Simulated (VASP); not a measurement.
## A VASP 6.6.1 single-point calculation on ZnS

INCAR

```
SIGMA = 0.02
IBRION = -1
LDAU = .TRUE.
LDAUJ = 0 0
LMAXMIX = 4
ENCUT = 520
LDAUTYPE = 2
LCHARG = .FALSE.
GGA = PE
NBANDS = 16
LDAUL = 2 -1
ISIF = 2
LWAVE = .FALSE.
EDIFF = 1E-9
ALGO = Normal
LREAL = .FALSE.
NSW = 0
ISMEAR = -1
NELM = 120
LDAUU = 6.0 0
PREC = Accurate
LASPH = .TRUE.
```

KPOINTS

```
KPOINTS created by Atomic Simulation Environment
0
Gamma
8 8 8
0 0 0
```

POSCAR

```
Zn S
 1.0000000000000000
     0.0299767323000000    2.6971217055999999    2.6971217055999999
     2.6971217055999999    0.0299767323000000    2.6971217055999999
     2.6971217055999999    2.6971217055999999    0.0299767323000000
 Zn  S
   1   1
Cartesian
  0.0056815009818239  0.0056815009818239  0.0056815009818239
  1.3503735348931765  1.3503735348931765  1.3503735348931762
```

The recommended PBE PAW datasets give the neutral cell 18 valence electrons.

Command

```
mpirun -np 1 vasp_std
```

Task: Predict the outcome of this run.

Result: It converged. Results: gap between bands v and c on the k mesh 2.57 eV; least direct gap on the k mesh 2.57 eV; pressure 1.1 GPa. Band v is the last that the valence electrons fill when counted band by band, and c is the next.

OSZICAR

```
N       E                     dE             d eps       ncg     rms          rms(c)
DAV:   1     0.942911715258E+02    0.94291E+02   -0.92053E+03  2080   0.138E+03
DAV:   2    -0.221413125307E+00   -0.94513E+02   -0.88455E+02  2384   0.279E+02
DAV:   3    -0.673934986052E+01   -0.65179E+01   -0.64978E+01  2520   0.713E+01
DAV:   4    -0.680257370029E+01   -0.63224E-01   -0.63213E-01  2632   0.748E+00
DAV:   5    -0.680311332148E+01   -0.53962E-03   -0.53961E-03  2536   0.598E-01    0.833E+00
DAV:   6    -0.648585505674E+01    0.31726E+00   -0.51377E-01  3192   0.163E+01    0.609E+00
DAV:   7    -0.646871977171E+01    0.17135E-01   -0.18124E-01  2600   0.335E+00    0.250E+00
DAV:   8    -0.647065229533E+01   -0.19325E-02   -0.78825E-03  2232   0.714E-01    0.564E-01
DAV:   9    -0.647104787958E+01   -0.39558E-03   -0.10413E-03  2608   0.227E-01    0.115E-01
DAV:  10    -0.647111539403E+01   -0.67514E-04   -0.68090E-05  2512   0.699E-02    0.268E-02
DAV:  11    -0.647117280011E+01   -0.57406E-04   -0.61285E-05  2392   0.571E-02    0.140E-02
DAV:  12    -0.647117337871E+01   -0.57860E-06   -0.47561E-06  2736   0.417E-02    0.486E-03
DAV:  13    -0.647117373554E+01   -0.35684E-06   -0.74952E-07  2496   0.103E-02    0.326E-04
DAV:  14    -0.647117375005E+01   -0.14506E-07   -0.43426E-08  2736   0.181E-03    0.279E-04
DAV:  15    -0.647117375038E+01   -0.33447E-09   -0.23337E-09  2600   0.363E-04
   1 F= -.64711738E+01 E0= -.64711738E+01  d E =-.472580E-12
```

For comparison, a separate PBE run of the intended cell, on usual settings and not on those above, gives a gap of 2.18 eV on its mesh and a pressure of 3.6 GPa.
